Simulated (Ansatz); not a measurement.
CaF2 (fluorite)

```yaml
crystal:
  lattice:
    - [0.00000, 2.75548, 2.75548]
    - [2.75548, 0.00000, 2.75548]
    - [2.75548, 2.75548, 0.00000]
  atoms:
    - { symbol: Ca, position: [0.00000, 0.00000, 0.00000] }
    - { symbol: F, position: [0.25000, 0.25000, 0.25000] }
    - { symbol: F, position: [0.75000, 0.75000, 0.75000] }
```

In this cell atom 3 (F, nearest neighbour Ca at 2.386 Å; its periodic images, 3.9 Å or more away, move with it) is moved by u·(1.000, 0.000, 0.000) + v·(0.000, 0.000, 1.000); the rest is frozen.

Computed with PBE (plane waves to 420 eV, PAW, scalar-relativistic; Ansatz, a first-principles code). k mesh 8×8×8 (Γ-centred), Fermi-Dirac smearing 0.05 eV. Compression counts positive. CaF2 was relaxed with its symmetry unable to fall.

Changes of P (GPa) from the point u = 0.000 Å, v = 0.000 Å when one coordinate moves alone (two changes are said to add if the coupling is within 5 % of the smaller one, nearly so within 20 %):

```
point                      change
-------------------------  ------
u = 0.000 Å, v = -0.360 Å   3.209
u = 0.000 Å, v = -0.240 Å   1.416
u = 0.000 Å, v = -0.120 Å   0.352
u = -0.360 Å, v = 0.000 Å   3.209
u = -0.240 Å, v = 0.000 Å   1.416
u = -0.120 Å, v = 0.000 Å   0.352
u = 0.120 Å, v = 0.000 Å    0.352
u = 0.240 Å, v = 0.000 Å    1.416
u = 0.360 Å, v = 0.000 Å    3.209
u = 0.000 Å, v = 0.120 Å    0.352
u = 0.000 Å, v = 0.240 Å    1.416
u = 0.000 Å, v = 0.360 Å    3.209
```

**Question.** Do the two effects add at u = 0.360 Å, v = -0.120 Å? Give the computed change.

**Answer.** The sum of the single changes is 3.209 + (0.352) = 3.561; the calculation gives 3.633, so the coupling contributes 0.072 (over 20 % of the smaller single change, not additive).

**Question.** What is the change at u = 0.120 Å, v = -0.240 Å, where both move, and how far is it from the sum?

**Answer.** The sum of the single changes is 0.352 + (1.416) = 1.768; the calculation gives 1.801, so the coupling contributes 0.033 (under 20 % of the smaller single change, nearly additive).

(A displaced cell: forces are minus the slopes of the energy, force constants its curvatures, and phonons follow from these.)
